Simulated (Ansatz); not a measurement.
Calculated with Ansatz (gas phase, PBE0-D4/def2-TZVP geometries, no zero-point term in ΔE). CCSD(T)/CBS is the MP2 limit (def2-TZVPP, def2-QZVPP) plus CCSD(T) − MP2 in def2-TZVPP, frozen cores. This one scheme is used for every species. DFT in def2-TZVPP. B3LYP here is the variant with VWN-RPA as its local correlation; programs differ in this. For Ga outer-core shells are correlated without core-valence functions, which leaves a few kJ/mol of doubt a bond. Scalar relativity is left out up to krypton. One conformer a species, not always the lowest.

Consider the formal exchange of groups at a C–Ga bond: `C=[CH][Ga]([NH2])[SiH3]` + `FC(F)F` → `C=CC(F)(F)F` + `[NH2][GaH][SiH3]`.

```
             level  ΔE (kJ/mol)  difference from CCSD(T)/CBS
            PBE-D4         13.2                         -5.8
         r2SCAN-D4          9.0                        -10.0
          B3LYP-D4         15.3                         -3.7
            B2PLYP         16.2                         -2.8
               PBE         10.9                         -8.1
              PBE0         11.0                         -8.0
    MP2/def2-QZVPP         25.1                          6.1
SCS-MP2/def2-QZVPP         22.2                          3.2
      HF/CBS(def2)         11.6                         -7.4
     MP2/CBS(def2)         25.1                          6.1
       CCSD(T)/CBS         19.0                            0
```

Largest T1 diagnostic among the species: 0.015.

In def2-TZVPP, CCSD(T) changes the Hartree–Fock value by +7.3 kJ/mol (the triples alone add +0.9 kJ/mol) and MP2 by +13.4 kJ/mol. The D4 term adds +3.6 kJ/mol with B3LYP and +2.3 kJ/mol with PBE0; it sums over pairs of atoms, weighted by their polarisabilities, and B3LYP, whose exchange is more repulsive, gets the larger term.

CCSD(T)/CBS has its own doubt, a few kJ/mol and more with outer-core shells, so smaller differences from it don't rank the levels.
